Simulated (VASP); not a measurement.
Cu3Au (Auricupride):

```xyz
4
Lattice="3.7400 0.0000 0.0000 0.0000 3.7400 0.0000 0.0000 0.0000 3.7400" Properties=species:S:1:pos:R:3 pbc="T T T"
Au    0.0000    0.0000    0.0000
Cu    1.8700    1.8700    0.0000
Cu    1.8700    0.0000    1.8700
Cu    0.0000    1.8700    1.8700
```

| Quantity | Value |
| --- | --- |
| Program | VASP 6.6.1 |
| Task | relaxation of cell and atoms |
| Functional | BLYP |
| Potentials or basis | VASP PAW PBE potentials, release 64 (Au, Cu) |
| Cutoff | 600 eV |
| k mesh | 7 × 7 × 7 |
| Occupations | fermi-dirac, width 0.05 eV |
| Spin | no spin polarisation |

At the start: pressure 15.0 GPa; volume 13.08 Å³/atom.

Q: How do energy, volume and symmetry change on relaxing?

A: Over 3 steps the energy falls by 59.1 meV/atom and the volume is 14.50 Å³/atom (+10.8 %); space group Pm-3m (No. 221, to 0.05 Å).

The path:
| step | energy change (eV) | largest force (eV/Å) | pressure (GPa) | volume (Å³) |
| --- | --- | --- | --- | --- |
| 1 | 0.0000 | 0.0000 | 14.97 | 52.31 |
| 2 | -0.1500 | 0.0000 | -6.22 | 62.12 |
| 3 | -0.2362 | 0.0000 | 0.01 | 57.99 |

Final structure:
```
Au Cu
1.0
     3.87057    0.00000    0.00000
     0.00000    3.87057    0.00000
     0.00000    0.00000    3.87057
Au Cu
1 3
Direct
  0.00000 0.00000 0.00000
  0.50000 0.50000 0.00000
  0.50000 0.00000 0.50000
  0.00000 0.50000 0.50000
```

Caveat: the PAW data sets were made with another functional, which shifts forces and pressure a little; the volume moved by +11 % from the deposited cell, more than functionals usually miss.
